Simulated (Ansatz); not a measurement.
Relaxation of Mo$_{13}$S$_{27}$

Method: Ansatz 0.2.0, DFT PBE, scalar-relativistic, plane waves, PAW. (420 eV cutoff, 2×2×2 k-mesh, shifted by half a step, Gaussian smearing of 0.01 eV, no spin polarisation)

What was changed: S interstitial, charge -2, atoms relaxed at the host's cell.

In a supercell of 40 atoms the defect feels its periodic images.

Spin polarisation was left out.

Command:

```bash
ansatz run input.yaml --threads 4 --pin off --max-ram 10240MiB --backend cpu --events-out ev --progress --plain --runs-dir out
```

Input:

```yaml
crystal:
  lattice:
    - [1.5925883332, 6.4363691201, 7.4383206521]
    - [-6.3703533327, -1.8389626057, 7.4383206521]
    - [4.7777649996, -4.5974065144, 7.4383206521]
  atoms:
    - { symbol: Mo, position: [0.0748229976, 0.6984763706, 0.2296020242] }
    - { symbol: Mo, position: [0.998597736, 1.004983382, 0.9993241211] }
    - { symbol: Mo, position: [0.1507678339, 0.3893705921, 0.4600430937] }
    - { symbol: Mo, position: [0.3051061513, 0.7747084278, 0.9231132758] }
    - { symbol: Mo, position: [0.3822841182, 0.466739069, 0.154227591] }
    - { symbol: Mo, position: [0.5355481553, 0.8506256595, 0.613995425] }
    - { symbol: Mo, position: [0.7668593393, 0.9295843691, 0.3067782547] }
    - { symbol: Mo, position: [0.229738365, 0.0821509683, 0.6913587372] }
    - { symbol: Mo, position: [0.4595016621, 0.1593673107, 0.3839889059] }
    - { symbol: Mo, position: [0.6121941613, 0.5405613604, 0.8414046496] }
    - { symbol: Mo, position: [0.6894981981, 0.2354234392, 0.0752419816] }
    - { symbol: Mo, position: [0.8406878381, 0.6167865308, 0.5366535136] }
    - { symbol: Mo, position: [0.9169160967, 0.3120477919, 0.7651771023] }
    - { symbol: S, position: [0.4793362443, 0.0999594651, 0.6333558702] }
    - { symbol: S, position: [0.4001006285, 0.4087332535, 0.4038255768] }
    - { symbol: S, position: [0.5579343487, 0.7892195676, 0.8614574394] }
    - { symbol: S, position: [0.7088684346, 0.1791891286, 0.3245740562] }
    - { symbol: S, position: [0.7857203625, 0.8708907425, 0.5552188939] }
    - { symbol: S, position: [0.9388157983, 0.2557757908, 0.0148119551] }
    - { symbol: S, position: [0.167249127, 0.332093009, 0.7101642292] }
    - { symbol: S, position: [0.6322350951, 0.4855318856, 0.0917477796] }
    - { symbol: S, position: [0.8579797, 0.5566974692, 0.7872817107] }
    - { symbol: S, position: [0.0165605947, 0.947976315, 0.2492171924] }
    - { symbol: S, position: [0.0903107569, 0.6386998361, 0.4803895899] }
    - { symbol: S, position: [0.2481006869, 0.0246044495, 0.9410780657] }
    - { symbol: S, position: [0.3247147371, 0.7164477955, 0.172613718] }
    - { symbol: S, position: [0.3377946404, 0.961339558, 0.4927698052] }
    - { symbol: S, position: [0.2614777807, 0.268148466, 0.2622837174] }
    - { symbol: S, position: [0.4117446724, 0.6538225882, 0.7232661953] }
    - { symbol: S, position: [0.5682776152, 0.0376643185, 0.1859598686] }
    - { symbol: S, position: [0.6436221597, 0.7312401953, 0.4140660965] }
    - { symbol: S, position: [0.7982170345, 0.1151342768, 0.8759087583] }
    - { symbol: S, position: [0.0313813899, 0.1894435793, 0.5681269121] }
    - { symbol: S, position: [0.4895669704, 0.3435215076, 0.9558616185] }
    - { symbol: S, position: [0.7182028321, 0.418073494, 0.6426944912] }
    - { symbol: S, position: [0.8788994379, 0.8058987905, 0.1096989844] }
    - { symbol: S, position: [0.9539632615, 0.498611135, 0.3362345895] }
    - { symbol: S, position: [0.1060175409, 0.8851304281, 0.8017705576] }
    - { symbol: S, position: [0.1852660761, 0.5764025496, 0.0328539209] }
    - { symbol: S, position: [0.9507986795, 0.6457728405, 0.8716041834] }
  host:
    lattice:
      - [1.5925883332, 0.9194813029, 7.4383206521]
      - [-1.5925883332, 0.9194813029, 7.4383206521]
      - [0.0, -1.8389626057, 7.4383206521]
    atoms:
      - { symbol: Mo, position: [0.9997777381, 0.9997777381, 0.9997777381] }
      - { symbol: S, position: [0.4031332036, 0.4031332036, 0.4031332036] }
      - { symbol: S, position: [0.2630900582, 0.2630900582, 0.2630900582] }
total_charge: -2
basis:
  ecutwfc: 420
  xc_grid: 2
kpoints:
  mp_grid: { grid: [2, 2, 2], shift: [0.5, 0.5, 0.5] }
hamiltonian:
  xc: pbe
scf:
  occupations: { method: gaussian, width: 0.01 }
output:
  forces: true
  stress: false
  eigenvalues: true
  charged_corrections:
    defect_position: [0.82932692, 0.83894231, 0.83173077]
    epsilon: [[12.8691, 0.0, 0.0], [0.0, 12.8691, 0.0], [0.0, 0.0, 3.2679]]
  write_density: true
  write_potential: true
  elf: true
  volumetric_format: npy
relax:
  adjacent_minimum: "off"
  f_tol: 0.025
  max_steps: 45
```

F is the free energy.

Steps:

```tsv
step	F − F(1) (eV)	largest force component (eV/Å)
1	0.0000	0.667
2	-0.0810	0.365
3	-0.1387	0.131
4	-0.1407	0.035
5	-0.1409	0.011
```

Relaxed structure:

```
CELL_PARAMETERS angstrom
1.59259 6.43637 7.43832
-6.37035 -1.83896 7.43832
4.77776 -4.59741 7.43832
ATOMIC_POSITIONS crystal
Mo 0.07425 0.69973 0.22872
Mo 0.99991 0.00412 0.99865
Mo 0.15077 0.38913 0.46000
Mo 0.30421 0.77412 0.92436
Mo 0.38106 0.46714 0.15528
Mo 0.53561 0.85043 0.61377
Mo 0.76739 0.93062 0.30548
Mo 0.23093 0.08092 0.69173
Mo 0.45963 0.15935 0.38394
Mo 0.61862 0.53839 0.83649
Mo 0.68937 0.23548 0.07499
Mo 0.83864 0.61196 0.54286
Mo 0.91219 0.31837 0.76294
S 0.48017 0.09956 0.63326
S 0.39989 0.40866 0.40444
S 0.55634 0.78875 0.86338
S 0.70896 0.17986 0.32411
S 0.78613 0.86591 0.55658
S 0.93894 0.25622 0.01333
S 0.16620 0.33196 0.71053
S 0.63213 0.48601 0.09050
S 0.86148 0.56121 0.78572
S 0.01659 0.94870 0.24876
S 0.08904 0.63873 0.48075
S 0.24887 0.02421 0.94102
S 0.32433 0.71642 0.17329
S 0.33807 0.96095 0.49253
S 0.26121 0.26790 0.26243
S 0.41298 0.65254 0.72392
S 0.56818 0.03785 0.18552
S 0.64482 0.73037 0.41444
S 0.79944 0.11287 0.87712
S 0.03067 0.18984 0.56922
S 0.49002 0.34472 0.95494
S 0.71473 0.41448 0.63897
S 0.87612 0.80893 0.10919
S 0.95286 0.49917 0.33742
S 0.10907 0.88466 0.80054
S 0.18472 0.57596 0.03355
S 0.95116 0.65064 0.87508
```

The run converged. The run took 99 s on 4 threads of Intel(R) Xeon(R) 6975P-C (Granite Rapids) (shared host), peak memory 3.4 GiB.